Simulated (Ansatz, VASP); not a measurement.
AgCl (Chlorargyrite): VASP beside Ansatz

The input INCAR:

```
ALGO = Fast
EDIFF = 1E-6
EDIFFG = -0.005
ENCUT = 600
GGA = PS
IBRION = 2
ISIF = 3
ISMEAR = 0
LASPH = T
LCHARG = F
LREAL = F
LWAVE = F
NELM = 100
NSW = 70
PREC = Accurate
SIGMA = 0.02
```

Contents of KPOINTS:

```
k-points
0
Gamma
  8 8 8
```

The input POSCAR:

```
AgCl
1.0
    0.0000000000      2.8053419116      2.8053419116
    2.8053419116      0.0000000000      2.8053419116
    2.8053419116      2.8053419116      0.0000000000
Ag Cl
1 1
Direct
    0.0000000000      0.0000000000      0.0000000000
    0.5000000000      0.5000000000      0.5000000000
```

Input for Ansatz:

```yaml
crystal:
  lattice:
    - [0.0, 2.8053419116, 2.8053419116]
    - [2.8053419116, 0.0, 2.8053419116]
    - [2.8053419116, 2.8053419116, 0.0]
  atoms:
    - { symbol: Ag, position: [0.0, 0.0, 0.0] }
    - { symbol: Cl, position: [0.5, 0.5, 0.5] }
basis:
  ecutwfc: 420
kpoints:
  mp_grid: { grid: [8, 8, 8] }
hamiltonian:
  xc: pbesol
scf:
  occupations: { method: gaussian, width: 0.02 }
output:
  forces: true
  stress: true
  eigenvalues: true
  write_density: true
  write_potential: true
  elf: true
  volumetric_format: npy
relax:
  adjacent_minimum: "off"
  f_tol: 0.005
  max_steps: 50
  cell: { stress_tol: 0.05 }
```

Alike in both runs: task relaxation of cell and atoms; functional PBEsol; k mesh 8 × 8 × 8; occupations gaussian, width 0.02 eV; no spin polarisation.

|  | VASP | Ansatz |
| --- | --- | --- |
| version | VASP 6.6.1 | Ansatz 0.2.0 |
| potentials or method | VASP PAW PBE potentials, release 64 (Ag, Cl) | scalar-relativistic, plane waves, PAW |
| plane-wave cutoff (eV) | 600 | 420 |
| valence electrons in the cell | 18 | 26 |

Ansatz gave:

| Item | Value |
| --- | --- |
| gap on the k mesh at the Fermi level, each at its own relaxed structure (eV) | 0.72 |
| relaxed volume (Å³/atom) | 20.21 |
| relaxed cell length with the largest relative difference (Å) | 3.852 |
| energy change over the relaxation (meV/atom) | -25 |

Problem. Estimate VASP's values.

Solution. gap on the k mesh at the Fermi level, each at its own relaxed structure (eV): 0.72; relaxed volume (Å³/atom): 20.19; relaxed cell length with the largest relative difference (Å): 3.851; energy change over the relaxation (meV/atom): -26.

The two sets of potentials don't hold the same shells in valence.

Caveats: the PAW data sets were made with another functional, which shifts forces and pressure a little (VASP). A hybrid or GW would open this gap; PBEsol tends to underestimate it. A k mesh can miss the band edges.
